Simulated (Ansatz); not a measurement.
**Ca: frozen-core PAW against all-electron methods**

```yaml
crystal:
  lattice:
    - [2.00085, -3.44642, 0.00000]
    - [2.00085, 3.44642, 0.00000]
    - [0.00000, 0.00000, 6.50911]
  atoms:
    - { symbol: Ca, position: [0.83559, 0.16441, 0.25000] }
    - { symbol: Ca, position: [0.16441, 0.83559, 0.75000] }
```

Atoms are numbered in the order listed.

Conventional cell: a = 4.002 Å, b = 6.893 Å, c = 6.509 Å, α = 90.00°, β = 90.00°, γ = 90.00°. Ca (atom 1) is surrounded by 12 Ca at 3.97 to 4.00 Å.

Structure from Materials Project entry mp-132 (possibly hypothetical), not relaxed further. The listed cell was then made from it by scaling, straining or moving an atom.

All numbers are computed: DFT, PBEsol, PAW with Ansatz's default frozen-core files, scalar-relativistic (Ansatz 0.2.0); DFT, PBEsol, all-electron LAPW, scalar-relativistic (Ansatz 0.2.0).

For PAW: a Γ-centred 11×11×6 k mesh, Fermi–Dirac smearing of 0.05 eV, cutoff 420 eV, no spin polarisation; the PAW files were made with PBE, and the program remakes their frozen cores for this functional. LAPW targets a basis error of 0.5 meV/atom. The Ansatz runs share mesh, smearing and spin set-up. Plane-wave (PAW) pressures include the program's estimate of the Pulay term.

Stress and pressure are positive in compression.

The change that made this cell: x and y strained by +1.5 %, z held.

PAW results:

```csv
quantity,PAW
pressure (GPa),-1.47
stress xx (GPa),-1.67
stress yy (GPa),-1.46
stress zz (GPa),-1.28
"force on Ca1, y (eV/Å)",0.016
```

Task: What does LAPW (all electrons) give for the same quantities?

Result: 
```json
{"quantity": "pressure (GPa)", "LAPW": "-1.47"}
{"quantity": "stress xx (GPa)", "LAPW": "-1.67"}
{"quantity": "stress yy (GPa)", "LAPW": "-1.46"}
{"quantity": "stress zz (GPa)", "LAPW": "-1.28"}
{"quantity": "force on Ca1, y (eV/Å)", "LAPW": "0.016"}
```
